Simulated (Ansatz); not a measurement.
This is a single-point calculation with Ansatz 0.2.0 on Si built on the lonsdaleite prototype; the level of theory is PBE. The cell was relaxed with r2SCAN and then strained (epitaxial -3.0 % in the xy plane, free normal strain +1.08 %), with the atoms relaxed again with r2SCAN; k points keep the names of the unstrained zone.

input.yaml:
```yaml
crystal:
  lattice:
    - [3.7171656722, 0.0, 0.0]
    - [-1.8585828361, 3.2191599022, 0.0]
    - [0.0, 0.0, 6.4094741312]
  atoms:
    - { symbol: Si, position: [0.3333333333, 0.6666666667, 0.003396101] }
    - { symbol: Si, position: [0.6666666667, 0.3333333333, 0.503396101] }
    - { symbol: Si, position: [0.3333333333, 0.6666666667, 0.371603899] }
    - { symbol: Si, position: [0.6666666667, 0.3333333333, 0.871603899] }
kpoints:
  mp_grid: { grid: [12, 12, 4] }
  band_path:
    path:
      - [0.0, 0.0, 0.0]
      - [0.5, 0.0, 0.0]
      - [0.3333333333, 0.3333333333, 0.0]
      - [0.0, 0.0, 0.5]
      - [0.5, 0.0, 0.5]
      - [0.3333333333, 0.3333333333, 0.5]
    npoints: 1
hamiltonian:
  xc: pbe
scf:
  occupations: { method: fermi_dirac, width: 0.02 }
  n_extra_bands: 5
output:
  forces: true
  stress: true
  eigenvalues: true
  write_density: true
  write_potential: true
  elf: true
  volumetric_format: npy
```

Command: `ansatz run input.yaml --threads 2 --pin off --max-ram 18432MiB --backend cpu --events-out ev --progress --plain --runs-dir out`. It took 1.7 s on 2 threads of AMD EPYC 7R13 Processor (Zen 3) (shared host); peak host memory 0.49 GiB.

Abridged output:
```
Functional definition: PBE
Crystal: 4 atoms, lattice volume = 76.697 Å³
Basis set: ecut = 420 eV, 1485 PW (Γ)
Bands: 13, of which v1, the nominal top of the filled ones, is band 8 counted from 1 (7 counted from 0)
Symmetry: 24 space group operations
Space group: P63/mmc (ITA 194)
k-points: 57 of 576
SCF 1 converged in 6 iterations: F = -2543.051258 eV  dr2 = 1.85e-11
SCF converged after 6 iterations
Free energy (F): -2543.051258 eV
Fermi energy:    7.291322 eV
--- Forces (eV/Å), atoms counted from 1 ---
  atom   1  Si      0.00000      0.00000      0.02316
  atom   2  Si      0.00000      0.00000      0.02316
  atom   3  Si      0.00000      0.00000    -0.02316
  atom   4  Si      0.00000      0.00000    -0.02316
--- Stress (GPa, compression-positive) ---
        8.888263       0.000000       0.000000
        0.000000       8.888263       0.000000
        0.000000       0.000000       1.354029
  P = ⅓ Tr σ = 6.3769 GPa (63.769 kbar)
```

bands.tsv, columns around the gap (it counts bands from 0):
```tsv
# k_distance	band_3	band_4	band_5	band_6	band_7	band_8	band_9	band_10	band_11
# fermi_ev = 7.291322
# [0, 0, 0] at k_distance = 0.000000
# [0.5, 0, 0] at k_distance = 0.975905
# [0.3333333333, 0.3333333333, 0] at k_distance = 1.539343
# [0, 0, 0.5] at k_distance = 2.768204
# [0.5, 0, 0.5] at k_distance = 3.744108
# [0.3333333333, 0.3333333333, 0.5] at k_distance = 4.307547
# levels_relative_to = fermi_ev
0.000	-1.626	-1.626	-1.001	-0.194	-0.194	1.353	1.433	1.868	1.868
0.976	-6.546	-5.227	-3.534	-3.316	-1.786	0.214	2.090	2.335	2.812
1.539	-7.085	-5.729	-4.089	-4.089	-3.953	0.212	4.760	4.760	4.995
2.768	-4.972	-1.063	-1.063	-1.063	-1.063	2.001	2.001	2.813	2.813
3.744	-7.774	-3.080	-3.080	-2.710	-2.710	0.495	0.495	1.212	1.212
4.308	-7.877	-5.051	-5.051	-2.601	-2.601	1.035	1.035	2.923	2.923
```
In order the rows are Γ, M, K, A, L, H.

Planar averages along the third cell vector, from rho_z.tsv and v_z.tsv (valence density with its augmentation; electrostatic potential energy of an electron, of which only differences have a meaning):
```csv
z (Å),ρ (e/Å³),v_es (eV)
0.00,0.272,-3.38
0.14,0.237,-2.27
0.43,0.184,1.22
0.57,0.167,3.41
0.85,0.141,7.07
1.00,0.132,7.99
1.28,0.127,8.40
1.42,0.133,7.91
1.57,0.143,6.91
1.85,0.169,3.13
1.99,0.186,0.96
2.28,0.241,-2.43
2.42,0.276,-3.49
2.56,0.308,-4.34
2.85,0.332,-5.01
2.99,0.317,-4.60
3.28,0.254,-2.87
3.42,0.221,-1.56
3.70,0.175,2.30
3.85,0.160,4.49
3.99,0.147,6.37
4.27,0.129,8.27
4.42,0.126,8.47
4.70,0.137,7.48
4.84,0.149,6.16
4.99,0.162,4.22
5.27,0.197,-0.04
5.41,0.225,-1.75
5.70,0.293,-3.94
5.84,0.320,-4.67
6.12,0.327,-4.86
6.27,0.304,-4.24
```

PBE gives an indirect gap of 0.41 eV, from Γ to K; the least direct gap is 1.55 eV at Γ. The gap is the least over the mesh and the extra points. The mean pressure at these positions is +6.38 GPa, compression counted positive. The largest force is 0.02 eV/Å.

The values are computed, spin-unpolarised, and not measurements.
